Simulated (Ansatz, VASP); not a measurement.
## Cs in VASP and in Ansatz

File INCAR:

```
SYSTEM = Cs
PREC = Accurate ; ENCUT = 520
EDIFF = 1E-6 ; ISMEAR = -1
SIGMA = 0.05 ; LREAL = .False.
LASPH = .True. ; NELM = 60
ALGO = Normal ; ISIF = 2
LWAVE = .False. ; LCHARG = .True.
GGA = PE ; LELF = .True.
LVHAR = .True. ; NBANDS = 10
```

Contents of KPOINTS:

```
regular mesh
0
Gamma
  9 9 9
  0 0 0
```

POSCAR

```
Cs
1.0
   -2.9928075850      2.9928075850      2.9928075850
    2.9928075850     -2.9928075850      2.9928075850
    2.9928075850      2.9928075850     -2.9928075850
Cs
1
Direct
    0.0000000000      0.0000000000      0.0000000000
```

Input for Ansatz:

```yaml
crystal:
  lattice:
    - [-2.992807585, 2.992807585, 2.992807585]
    - [2.992807585, -2.992807585, 2.992807585]
    - [2.992807585, 2.992807585, -2.992807585]
  atoms:
    - { symbol: Cs, position: [0.0, 0.0, 0.0] }
kpoints:
  mp_grid: { grid: [9, 9, 9] }
scf:
  occupations: { method: fermi_dirac, width: 0.05 }
hamiltonian:
  xc: pbe
  pseudopotentials: { kind: paw }
output:
  forces: true
  stress: true
  eigenvalues: true
  populations: true
```

Change from the starting cell: volume scaled by 0.92, PAW files.

Alike in both runs: task single point; functional PBE; k mesh 9 × 9 × 9; occupations fermi-dirac, width 0.05 eV; no spin polarisation.

```csv
,VASP,Ansatz
version,VASP 6.6.1,Ansatz 0.2.0
potentials or method,"VASP PAW PBE potentials, release 64 (Cs_sv)","PAW with Ansatz's default frozen-core files, scalar-relativistic"
plane-wave cutoff (eV),520,420
valence electrons in the cell,9,9
```

```csv
,VASP,Ansatz,Ansatz less VASP
pressure (GPa),0.2,0.2,+0.01
```

With one functional, cell and mesh, what is left measures potentials, basis and numerics.

Spin-orbit coupling is left out, which matters for the levels of Cs.
